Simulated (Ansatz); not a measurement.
# Copper, bcc under revPBE: ground state and equation of state, part 2 of 2

Aim: take copper in the bcc structure, relax it, solve it on a dense k-mesh, then scale the cell to 7 volumes from 88 to 112 % of the relaxed one and try a fit of the equation of state. Spin polarisation is left out. The k-meshes are 15×15×15 for the relaxation; 25×25×25 for the dense run; 17×17×17 for the volumes.

Ansatz 0.2.0; DFT, revPBE, plane waves (420 eV) with PAW, scalar-relativistic. Earlier steps stand in the parts before.

## (5) Equation of state: 92 %

This is Cu in the bcc structure; at room conditions it is fcc.

The input, input.yaml:

```yaml
crystal:
  lattice:
    - [-1.4151833923, 1.4151833923, 1.4151833923]
    - [1.4151833923, -1.4151833923, 1.4151833923]
    - [1.4151833923, 1.4151833923, -1.4151833923]
  atoms:
    - { symbol: Cu, position: [0.0, 0.0, 0.0] }
hamiltonian:
  xc: revpbe
  pseudopotentials:
    kind: paw
    azcp:
      Cu: "pseudopotentials/Cu.paw.azcp"
basis:
  ecutwfc: 420
  fft_grid_basis: typed
kpoints:
  mp_grid: { grid: [17, 17, 17], shift: [0, 0, 0] }
magnetization:
  spin_polarized: false
scf:
  occupations: { method: fermi_dirac, width: 0.1 }
  lower_state_search: "off"
output:
  stress: true
```

The log of the run, cut to the lines that bear on the results:

```text
Warning: RAYON_NUM_THREADS=2 ignored (pool sized by the plan → 2); use --threads N
[...]
Pseudopotentials: kind: paw
Pseudopotential: Cu, paw, valence charge 19, recommended cutoff 420 eV (normal), <dir>
Functional definition: revPBE
[...]
Crystal: 1 atoms, lattice volume = 11.337 Å³
Basis set: ecut = 420 eV, 225 PW (Γ)
Bands: 14, of which v1, the nominal top of the filled ones, is band 10 counted from 1 (9 counted from 0)
Symmetry: 48 space group operations
Space group: Im-3m (ITA 229), of the structure as read, at distance tolerance 2.2e-5 Å
k-points: 165 of 4913
[...]
SCF iter   1: F=—  HF=-6628.810180 eV  |F-HF|=—  |Δ(HF+E_count)|=         —  Δρ=6.89e-3  dr2=2.69e-3  ethr=1.77e-3  ⟨swp⟩=5.4  Hψ=11542  notcnv=0
[...]
SCF iter   6: F=-6628.809678 eV  HF=-6628.809678 eV  |F-HF|=1.82e-12  |Δ(HF+E_count)|=  3.15e-10  Δρ=2.51e-7  dr2=2.21e-12  ethr=1.23e-12  ⟨swp⟩=1.2  Hψ=6897  notcnv=0
[...]
SCF converged after 6 iterations
Free energy (F): -6628.809678 eV
[...]
E sigma→0 (E₀):  -6628.805382 eV
Entropy (-TS):   -0.008591 eV (-8.591 meV/atom)
Fermi energy:    17.759325 eV
[...]
--- Stress (GPa, compression-positive) ---
       12.971342       0.000000      -0.000000
       -0.000000      12.971342       0.000000
       -0.000000       0.000000      12.971342
  P = ⅓ Tr σ = 12.9713 GPa (129.713 kbar)
```

Run time: 1 s. Hardware: 2 threads of an x86-64 CPU, shared host; peak memory 0.35 GiB.

## (6) Equation of state: 96 %

Changes to input.yaml since step 5:

```diff
@@ -2,5 +2,5 @@
   lattice:
-    - [-1.4151833923, 1.4151833923, 1.4151833923]
-    - [1.4151833923, -1.4151833923, 1.4151833923]
-    - [1.4151833923, 1.4151833923, -1.4151833923]
+    - [-1.4354030297, 1.4354030297, 1.4354030297]
+    - [1.4354030297, -1.4354030297, 1.4354030297]
+    - [1.4354030297, 1.4354030297, -1.4354030297]
   atoms:
@@ -25 +25,5 @@
   stress: true
+  write_density: true
+  write_potential: true
+  elf: true
+  volumetric_format: npy
```

The log of the run, cut to the lines that bear on the results:

```text
Warning: RAYON_NUM_THREADS=2 ignored (pool sized by the plan → 2); use --threads N
[...]
[... 3 set-up lines as earlier in the session ...]
[...]
Crystal: 1 atoms, lattice volume = 11.830 Å³
Basis set: ecut = 420 eV, 225 PW (Γ)
Bands: 14, of which v1, the nominal top of the filled ones, is band 10 counted from 1 (9 counted from 0)
[... 2 set-up lines as earlier in the session ...]
k-points: 165 of 4913
[...]
SCF iter   1: F=—  HF=-6628.838414 eV  |F-HF|=—  |Δ(HF+E_count)|=         —  Δρ=6.73e-3  dr2=2.67e-3  ethr=1.77e-3  ⟨swp⟩=5.4  Hψ=11500  notcnv=0
[...]
SCF iter   6: F=-6628.837923 eV  HF=-6628.837923 eV  |F-HF|=0.00e0  |Δ(HF+E_count)|=  2.64e-10  Δρ=2.32e-7  dr2=2.11e-12  ethr=1.41e-12  ⟨swp⟩=4.5  Hψ=11326  notcnv=0
[...]
SCF converged after 6 iterations
Free energy (F): -6628.837923 eV
[...]
E sigma→0 (E₀):  -6628.833428 eV
Entropy (-TS):   -0.008990 eV (-8.990 meV/atom)
Fermi energy:    16.819700 eV
[...]
--- Stress (GPa, compression-positive) ---
        5.676712       0.000000      -0.000000
        0.000000       5.676712       0.000000
        0.000000      -0.000000       5.676712
  P = ⅓ Tr σ = 5.6767 GPa (56.767 kbar)
--- Band table (eV; the first three rows and the last of 165) ---
  k-point 0: bands = ["-95.8346", "-53.0894", "-53.0894", "-53.0894", "7.4572", "13.7716", "13.7716", "13.7716", "14.7886", "14.7886", "41.8710", "41.8710", "41.8710", "45.0415"]
[...]
```

Run time: 1.3 s. Hardware: 2 threads of an x86-64 CPU, shared host; peak memory 0.36 GiB.

## (7) Equation of state: 100 %

Changes to input.yaml since step 6:

```diff
@@ -2,5 +2,5 @@
   lattice:
-    - [-1.4354030297, 1.4354030297, 1.4354030297]
-    - [1.4354030297, -1.4354030297, 1.4354030297]
-    - [1.4354030297, 1.4354030297, -1.4354030297]
+    - [-1.4550685286, 1.4550685286, 1.4550685286]
+    - [1.4550685286, -1.4550685286, 1.4550685286]
+    - [1.4550685286, 1.4550685286, -1.4550685286]
   atoms:
```

The log of the run, cut to the lines that bear on the results:

```text
Warning: RAYON_NUM_THREADS=2 ignored (pool sized by the plan → 2); use --threads N
[...]
[... 3 set-up lines as earlier in the session ...]
[...]
Crystal: 1 atoms, lattice volume = 12.323 Å³
Basis set: ecut = 420 eV, 225 PW (Γ)
Bands: 14, of which v1, the nominal top of the filled ones, is band 10 counted from 1 (9 counted from 0)
[... 2 set-up lines as earlier in the session ...]
k-points: 165 of 4913
[...]
SCF iter   1: F=—  HF=-6628.846721 eV  |F-HF|=—  |Δ(HF+E_count)|=         —  Δρ=6.60e-3  dr2=2.67e-3  ethr=1.77e-3  ⟨swp⟩=5.4  Hψ=11508  notcnv=0
[...]
SCF iter   6: F=-6628.846254 eV  HF=-6628.846254 eV  |F-HF|=0.00e0  |Δ(HF+E_count)|=  6.81e-10  Δρ=1.65e-7  dr2=1.04e-12  ethr=1.71e-12  ⟨swp⟩=4.1  Hψ=10720  notcnv=0
[...]
SCF converged after 6 iterations
Free energy (F): -6628.846254 eV
[...]
E sigma→0 (E₀):  -6628.841556 eV
Entropy (-TS):   -0.009396 eV (-9.396 meV/atom)
Fermi energy:    15.959882 eV
[...]
--- Stress (GPa, compression-positive) ---
       -0.029405       0.000000      -0.000000
       -0.000000      -0.029405       0.000000
        0.000000       0.000000      -0.029405
  P = ⅓ Tr σ = -0.0294 GPa (-0.294 kbar)
--- Band table (eV; the first three rows and the last of 165) ---
  k-point 0: bands = ["-96.5947", "-53.8594", "-53.8594", "-53.8594", "6.9070", "13.0375", "13.0375", "13.0375", "13.9950", "13.9950", "40.6119", "40.6119", "40.6119", "43.2673"]
[...]
```

Run time: 1.2 s. Hardware: 2 threads of an x86-64 CPU, shared host; peak memory 0.37 GiB.

## (8) Equation of state: 104 %

Changes to input.yaml since step 7:

```diff
@@ -2,5 +2,5 @@
   lattice:
-    - [-1.4550685286, 1.4550685286, 1.4550685286]
-    - [1.4550685286, -1.4550685286, 1.4550685286]
-    - [1.4550685286, 1.4550685286, -1.4550685286]
+    - [-1.474216363, 1.474216363, 1.474216363]
+    - [1.474216363, -1.474216363, 1.474216363]
+    - [1.474216363, 1.474216363, -1.474216363]
   atoms:
@@ -25,5 +25 @@
   stress: true
-  write_density: true
-  write_potential: true
-  elf: true
-  volumetric_format: npy
```

The log of the run, cut to the lines that bear on the results:

```text
Warning: RAYON_NUM_THREADS=2 ignored (pool sized by the plan → 2); use --threads N
[...]
[... 3 set-up lines as earlier in the session ...]
[...]
Crystal: 1 atoms, lattice volume = 12.816 Å³
Basis set: ecut = 420 eV, 249 PW (Γ)
Bands: 14, of which v1, the nominal top of the filled ones, is band 10 counted from 1 (9 counted from 0)
[... 2 set-up lines as earlier in the session ...]
k-points: 165 of 4913
[...]
SCF iter   1: F=—  HF=-6628.839462 eV  |F-HF|=—  |Δ(HF+E_count)|=         —  Δρ=6.44e-3  dr2=2.65e-3  ethr=1.77e-3  ⟨swp⟩=5.4  Hψ=11487  notcnv=0
[...]
SCF iter   6: F=-6628.839023 eV  HF=-6628.839023 eV  |F-HF|=2.73e-12  |Δ(HF+E_count)|=   1.26e-9  Δρ=2.19e-7  dr2=1.86e-12  ethr=3.39e-12  ⟨swp⟩=1.2  Hψ=6867  notcnv=0
[...]
SCF converged after 6 iterations
Free energy (F): -6628.839023 eV
[...]
E sigma→0 (E₀):  -6628.834145 eV
Entropy (-TS):   -0.009757 eV (-9.757 meV/atom)
Fermi energy:    15.170387 eV
[...]
--- Stress (GPa, compression-positive) ---
       -4.494750      -0.000000       0.000000
       -0.000000      -4.494750      -0.000000
        0.000000       0.000000      -4.494750
  P = ⅓ Tr σ = -4.4948 GPa (-44.948 kbar)
```

It took 1 s on 2 threads of an x86-64 CPU, shared host; peak memory 0.36 GiB.

## (9) Equation of state: 108 %

Changes to input.yaml since step 8:

```diff
@@ -2,5 +2,5 @@
   lattice:
-    - [-1.474216363, 1.474216363, 1.474216363]
-    - [1.474216363, -1.474216363, 1.474216363]
-    - [1.474216363, 1.474216363, -1.474216363]
+    - [-1.4928793108, 1.4928793108, 1.4928793108]
+    - [1.4928793108, -1.4928793108, 1.4928793108]
+    - [1.4928793108, 1.4928793108, -1.4928793108]
   atoms:
```

The log of the run, cut to the lines that bear on the results:

```text
Warning: RAYON_NUM_THREADS=2 ignored (pool sized by the plan → 2); use --threads N
[...]
[... 3 set-up lines as earlier in the session ...]
[...]
Crystal: 1 atoms, lattice volume = 13.309 Å³
Basis set: ecut = 420 eV, 249 PW (Γ)
Bands: 14, of which v1, the nominal top of the filled ones, is band 10 counted from 1 (9 counted from 0)
[... 1 set-up line as earlier in the session ...]
Space group: Im-3m (ITA 229), of the structure as read, at distance tolerance 2.4e-5 Å
k-points: 165 of 4913
[...]
SCF iter   1: F=—  HF=-6628.820042 eV  |F-HF|=—  |Δ(HF+E_count)|=         —  Δρ=6.28e-3  dr2=2.63e-3  ethr=1.77e-3  ⟨swp⟩=5.4  Hψ=11487  notcnv=0
[...]
SCF iter   6: F=-6628.819618 eV  HF=-6628.819618 eV  |F-HF|=5.46e-12  |Δ(HF+E_count)|=   2.28e-9  Δρ=3.04e-7  dr2=3.63e-12  ethr=6.44e-12  ⟨swp⟩=1.4  Hψ=6883  notcnv=0
[...]
SCF converged after 6 iterations
Free energy (F): -6628.819618 eV
[...]
E sigma→0 (E₀):  -6628.814599 eV
Entropy (-TS):   -0.010038 eV (-10.038 meV/atom)
Fermi energy:    14.442739 eV
[...]
--- Stress (GPa, compression-positive) ---
       -7.980606      -0.000000       0.000000
       -0.000000      -7.980606      -0.000000
       -0.000000      -0.000000      -7.980606
  P = ⅓ Tr σ = -7.9806 GPa (-79.806 kbar)
```

It took 0.98 s on 2 threads of an x86-64 CPU, shared host; peak memory 0.36 GiB.

## (10) Equation of state: 112 %

Changes to input.yaml since step 9:

```diff
@@ -2,5 +2,5 @@
   lattice:
-    - [-1.4928793108, 1.4928793108, 1.4928793108]
-    - [1.4928793108, -1.4928793108, 1.4928793108]
-    - [1.4928793108, 1.4928793108, -1.4928793108]
+    - [-1.5110869505, 1.5110869505, 1.5110869505]
+    - [1.5110869505, -1.5110869505, 1.5110869505]
+    - [1.5110869505, 1.5110869505, -1.5110869505]
   atoms:
```

The log of the run, cut to the lines that bear on the results:

```text
Warning: RAYON_NUM_THREADS=2 ignored (pool sized by the plan → 2); use --threads N
[...]
[... 3 set-up lines as earlier in the session ...]
[...]
Crystal: 1 atoms, lattice volume = 13.802 Å³
Basis set: ecut = 420 eV, 249 PW (Γ)
Bands: 14, of which v1, the nominal top of the filled ones, is band 10 counted from 1 (9 counted from 0)
[... 2 set-up lines as earlier in the session ...]
k-points: 165 of 4913
[...]
SCF iter   1: F=—  HF=-6628.791140 eV  |F-HF|=—  |Δ(HF+E_count)|=         —  Δρ=6.09e-3  dr2=2.58e-3  ethr=1.77e-3  ⟨swp⟩=5.4  Hψ=11449  notcnv=0
[...]
SCF iter   6: F=-6628.790727 eV  HF=-6628.790727 eV  |F-HF|=1.46e-11  |Δ(HF+E_count)|=   3.88e-9  Δρ=4.15e-7  dr2=6.86e-12  ethr=1.06e-11  ⟨swp⟩=1.7  Hψ=7120  notcnv=0
[...]
SCF converged after 6 iterations
Free energy (F): -6628.790727 eV
[...]
E sigma→0 (E₀):  -6628.785608 eV
Entropy (-TS):   -0.010237 eV (-10.237 meV/atom)
Fermi energy:    13.769529 eV
[...]
--- Stress (GPa, compression-positive) ---
      -10.691040      -0.000000      -0.000000
        0.000000     -10.691040      -0.000000
       -0.000000       0.000000     -10.691040
  P = ⅓ Tr σ = -10.6910 GPa (-106.910 kbar)
```

Wall time 0.94 s (2 threads of an x86-64 CPU, shared host); peak memory 0.36 GiB.

## (11) The equation of state

The cell was scaled evenly, with its shape and the fractional positions fixed.

```tsv
V (Å³/atom)	E − E₀ (meV/atom)	P from the stress (GPa)	P from the fit (GPa)
10.844	89.7	22.28	22.26
11.337	36.2	12.97	12.91
11.830	8.1	5.68	5.61
12.323	0.0	-0.03	-0.09
12.816	7.4	-4.49	-4.54
13.309	27.0	-7.98	-8.02
13.802	55.9	-10.69	-10.72
```

Fit (Birch-Murnaghan, third order): V₀ = 12.314 Å³/atom, B₀ = 126 GPa, B₀′ = 5.2, largest residual 0.01 meV/atom.

## (12) Summary of results

What follows sums up all 2 parts.

| quantity | value |
| --- | --- |
| space group (spins left aside) | Im-3m (No. 229) |
| conventional cell | a = 2.910 Å |
| volume | 12.323 Å³/atom |
| shortest distance | 2.520 Å |
| gap on the mesh | none (levels filled in part) |
| relative to fcc | +35 meV/atom |
| V₀, B₀, B₀′ | 12.314 Å³/atom, 126 GPa, 5.2 |

What this shows: The relaxation enlarged the cell by 4.3 % in volume. Against the reference form of copper (fcc, computed apart with the same settings) it stands 35 meV/atom higher. No gap shows: it is a metal or semimetal at this level. B₀ comes out at 126 GPa. Relaxation kept the symmetry; phonons were not checked.
